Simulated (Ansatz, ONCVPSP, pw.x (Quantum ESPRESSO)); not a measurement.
## Equation-of-state test of one ONCV potential (Sr)

strontium (Sr), optimised norm-conserving Vanderbilt (ONCV), made with ONCVPSP 4.0.1.1 (patched build) (PBE, scalar-relativistic). Core [Ar] 3d10, reference 4s2 4p6 4d1 5s1. Waves: 4s+5s: rc 2.10 bohr, ncon 4, nbas 8, qcut 7.5 1/bohr, 2 projectors; 4p: rc 2.45 bohr, ncon 4, nbas 9, qcut 6.6 1/bohr, 3 projectors, debl 2.1 Ha; 4d: rc 2.65 bohr, ncon 4, nbas 7, qcut 3.5 1/bohr, 1 projector. Local part: polynomial inside 1.50 bohr (lpopt 3, dvloc0 1 Ha). Core correction: Teter function, fcfact 5, rcfact 1.7.

Atomic tests: cutoffs needed: 15 Ha and 22 Ha (the cutoffs (Ha) at which the residual kinetic energy of the hardest occupied pseudo-wave falls to 1 and 0.1 mHa per electron); ghost test: no bound ghost flagged; GHOST(+) flagged for d at 321.3 eV; configuration tests: 1 of 4 tests not solved or not reliable.

Crystal test: bcc Sr in pw.x 7.5, no spin, 10³ k-points, Fermi–Dirac smearing 0.01 Ry, cutoffs 55/220 Ry. The reference is all-electron LAPW (Ansatz 0.2.0) with the same functional, mesh and smearing; V0 and B0 come from Birch–Murnaghan fits to the pressures at five volumes. Errors are pseudo minus all-electron; Δ is the rms difference of the E(V) curves that follow from these fits, minima aligned, over ±6 % about the mean V0. Mesh and smearing are coarse, so the numbers serve the comparison and aren't converged zero-temperature values; the lattice is a test structure that the element need not adopt.

```json
{"V (Å³/atom)": "51.857", "P all-electron (GPa)": "0.64", "P pseudo (GPa)": "0.66"}
{"V (Å³/atom)": "53.221", "P all-electron (GPa)": "0.31", "P pseudo (GPa)": "0.33"}
{"V (Å³/atom)": "54.586", "P all-electron (GPa)": "0.01", "P pseudo (GPa)": "0.02"}
{"V (Å³/atom)": "55.951", "P all-electron (GPa)": "-0.27", "P pseudo (GPa)": "-0.25"}
{"V (Å³/atom)": "57.315", "P all-electron (GPa)": "-0.51", "P pseudo (GPa)": "-0.50"}
```

All-electron: a0 = 4.780 Å (V0 = 54.61 Å³/atom), B0 = 11.4 GPa.

Pseudopotential: mean pressure error (GPa): +0.02; a0 (Å): 4.782; a0 error (%): +0.05; B0 error (%): -0.0; Δ (meV/atom): 0.2. Atomic configuration tests: 1 of 4 tests not solved or not reliable.

Problem. At the middle volume, how do free energy and pressure move when the wave cutoff is lowered (ecutrho kept at four times it)?

Solution.

```json
{"cutoff (Ry)": "25", "shift of F (meV/atom)": "+258.5", "shift of P (GPa)": "-3.38"}
{"cutoff (Ry)": "33", "shift of F (meV/atom)": "+26.1", "shift of P (GPa)": "-0.47"}
{"cutoff (Ry)": "44", "shift of F (meV/atom)": "+1.5", "shift of P (GPa)": "-0.03"}
```

Input at the middle volume:

```
&control
  calculation='scf', prefix='x', pseudo_dir='./', outdir='./tmp', tstress=.true., disk_io='low'
/
&system
  ibrav=0, nat=1, ntyp=1, ecutwfc=55, ecutrho=220, nbnd=12,
  occupations='smearing', smearing='fd', degauss=0.01
/
&electrons
  conv_thr=1e-09, mixing_beta=0.4, electron_maxstep=70
/
ATOMIC_SPECIES
Sr 1.0 Sr.UPF
CELL_PARAMETERS angstrom
  -2.38968373 2.38968373 2.38968373
  2.38968373 -2.38968373 2.38968373
  2.38968373 2.38968373 -2.38968373
ATOMIC_POSITIONS crystal
Sr 0.0000 0.0000 0.0000
K_POINTS automatic
10 10 10 0 0 0
```

```bash
pw.x < Sr.scf.in > Sr.scf.out
```

Lines of the output:

```
Message from routine setup:
     using ibrav=0 with symmetry is DISCOURAGED, use correct ibrav instead
     lattice parameter (alat)  =       7.8217  a.u.
     unit-cell volume          =     368.3646 (a.u.)^3
     number of electrons       =        10.00
     number of Kohn-Sham states=           12
     kinetic-energy cutoff     =      55.0000  Ry
     charge density cutoff     =     220.0000  Ry
     scf convergence threshold =      1.0E-09
     Exchange-correlation= PBE
     number of k points=    47  Fermi-Dirac smearing, width (Ry)=  0.0100
     iteration #  1     ecut=    55.00 Ry     beta= 0.40
     total energy              =     -73.16088553 Ry
     estimated scf accuracy    <       0.01913451 Ry
     iteration #  2     ecut=    55.00 Ry     beta= 0.40
     total energy              =     -73.16002753 Ry
     estimated scf accuracy    <       0.00464730 Ry
     iteration #  3     ecut=    55.00 Ry     beta= 0.40
     total energy              =     -73.16044790 Ry
     estimated scf accuracy    <       0.00026206 Ry
     iteration #  4     ecut=    55.00 Ry     beta= 0.40
     c_bands:  1 eigenvalues not converged
     total energy              =     -73.16047151 Ry
     estimated scf accuracy    <       0.00000060 Ry
     iteration #  5     ecut=    55.00 Ry     beta= 0.40
     total energy              =     -73.16047211 Ry
     estimated scf accuracy    <       0.00000013 Ry
     iteration #  6     ecut=    55.00 Ry     beta= 0.40
     total energy              =     -73.16047213 Ry
     estimated scf accuracy    <          5.7E-09 Ry
     iteration #  7     ecut=    55.00 Ry     beta= 0.40
     total energy              =     -73.16047213 Ry
     estimated scf accuracy    <          1.7E-09 Ry
     iteration #  8     ecut=    55.00 Ry     beta= 0.40
     the Fermi energy is     5.0999 ev
!    total energy              =     -73.16047213 Ry
     estimated scf accuracy    <          6.3E-11 Ry
     smearing contrib. (-TS)   =      -0.00607167 Ry
     The total energy is F=E-TS. E is the sum of the following terms:
     one-electron contribution =     -25.02967940 Ry
     hartree contribution      =      14.16729879 Ry
     xc contribution           =     -21.99799713 Ry
     ewald contribution        =     -40.29402271 Ry
     convergence has been achieved in   8 iterations
          total   stress  (Ry/bohr**3)                   (kbar)     P=        0.23
```

The run at the middle volume (47 k-points, 8 iterations) took about 21 s on one core of a shared host (Neoverse-V1, 32 threads, 247 GiB, load 17).
